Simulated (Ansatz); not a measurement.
# Sodium (diamond) across density functionals

All rows: Ansatz, plane waves with scalar-relativistic PAW, 420 eV (500 eV for the SCAN forms), relaxed under each functional, no dispersion correction, no zero-point motion. B₀ comes from uniform scaling at fixed shape; a dash is a value not given.

```
functional  V (Å³/atom)         cell  B₀ (GPa)     magnetic state  ΔE to bcc (meV/atom)
       PBE        54.23  a = 7.570 Å         3  spin not included                   337
    r²SCAN        55.52  a = 7.630 Å         2  spin not included                   388
    PBEsol        52.40  a = 7.484 Å         3  spin not included                   354
       LDA        48.29  a = 7.283 Å         4  spin not included                   353
    revPBE        58.22  a = 7.751 Å         3  spin not included                   331
      RPBE        58.59  a = 7.768 Å         2  spin not included                   329
      BLYP        62.10  a = 7.920 Å         -  spin not included                   216
```

LDA gives the smallest volume and BLYP the largest.
